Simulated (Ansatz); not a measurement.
LiI (rock salt)

```xyz
2
Lattice="0.0000 3.0095 3.0095 3.0095 0.0000 3.0095 3.0095 3.0095 0.0000" Properties=species:S:1:pos:R:3 pbc="T T T"
I      0.0000     0.0000     0.0000
Li     3.0095     3.0095     3.0095
```

E(V) scan at fixed shape, V₀ the volume above. Symmetry pins the atoms to their sites.

Computed with PBE (plane waves to 420 eV, PAW, scalar-relativistic; Ansatz, a first-principles code). k mesh 10×10×10 (Γ-centred), Fermi-Dirac smearing 0.05 eV. E stands for the smeared free energy. Compression counts positive. LiI was relaxed with its symmetry unable to fall. Spin-orbit coupling is left out, though I is heavy. ΔE is measured from the relaxed starting cell.

```tsv
V (Å³/atom)	ΔE (meV/atom)
22.897	59.3
23.624	39.0
24.350	23.6
25.077	12.6
25.804	5.3
26.531	1.3
27.258	0.0
27.985	1.1
28.712	4.3
29.438	9.3
30.165	15.8
30.892	withheld
31.619	32.7
```

**Question.** Fit a third-order Birch-Murnaghan form (E₀, V₀, B₀, B₀′ free) to the given rows and predict ΔE at V = 30.892.

**Answer.** Least squares on the 12 given rows: ΔE = E₀ + (9V₀B₀/16)·y²·[2 + (B₀′ − 4)y], y = (V₀/V)^(2/3) − 1, with V₀ = 27.265 Å³/atom, B₀ = 19.76 GPa (160.2 GPa = 1 eV/Å³; the term in eV is multiplied by 1000), B₀′ = 4.47, E₀ = -0.01 meV/atom; root-mean-square residual 0.03 meV/atom. At 30.892 the fit gives 23.7 meV/atom; the calculation gives 23.7 meV/atom, the same to the digits shown. For the pressure the fit gives -1.87 GPa against the computed -1.87 GPa.

(A scan under strain: stresses follow from slopes of the energy per volume, elastic moduli from its curvatures.)
